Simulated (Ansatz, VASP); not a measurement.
## Two plane-wave programs on AgBr

File INCAR:

```
ALGO = Normal
EDIFF = 1E-7
ENCUT = 520
GGA = PE
ISIF = 2
ISMEAR = -1
LASPH = T
LCHARG = F
LREAL = F
LWAVE = F
NBANDS = 16
NELM = 100
PREC = Accurate
SIGMA = 0.05
```

File KPOINTS:

```
k-points
0
Gamma
  8 8 8
```

POSCAR

```
AgBr
1.0
    0.0000000000      2.8701500000      2.8701500000
    2.8701500000      0.0000000000      2.8701500000
    2.8701500000      2.8701500000      0.0000000000
Ag Br
1 1
Direct
    0.0056460000     -0.0036390000      0.0042800000
    0.5102190000      0.4885590000      0.5049970000
```

The input input.yaml:

```yaml
crystal:
  lattice:
    - [0.0, 2.87015, 2.87015]
    - [2.87015, 0.0, 2.87015]
    - [2.87015, 2.87015, 0.0]
  atoms:
    - { symbol: Ag, position: [0.005646, -0.003639, 0.00428] }
    - { symbol: Br, position: [0.510219, 0.488559, 0.504997] }
hamiltonian:
  xc: pbe
  pseudopotentials: { kind: paw }
kpoints:
  mp_grid: { grid: [8, 8, 8] }
scf:
  occupations: { method: fermi_dirac, width: 0.05 }
output:
  forces: true
  stress: true
  eigenvalues: true
```

Change from the starting cell: atoms moved at random, drawn with an rms of 0.05 Å.

Alike in both runs: task single point; functional PBE; k mesh 8 × 8 × 8; occupations fermi-dirac, width 0.05 eV; no spin polarisation.

|  | VASP | Ansatz |
| --- | --- | --- |
| version | VASP 6.6.1 | Ansatz 0.2.0 |
| potentials or method | VASP PAW PBE potentials, release 64 (Ag, Br) | Ansatz PAW |
| plane-wave cutoff (eV) | 520 | 420 |
| valence electrons in the cell | 18 | 26 |

VASP gave:

```
gap on the k mesh at the Fermi level (eV) : 0.67
least direct gap on the mesh (eV)         : 2.60
pressure (GPa)                            : 2.3
rms of the force components (eV/Å)        : 0.019
```

Problem. Estimate Ansatz's values.

Solution. gap on the k mesh at the Fermi level (eV): 0.67; least direct gap on the mesh (eV): 2.60; pressure (GPa): 2.3; rms of the force components (eV/Å): 0.020.

Atom by atom the forces differ by 0.000 eV/Å (rms over components). The two sets of potentials don't hold the same shells in valence.

A k mesh can miss the band edges.
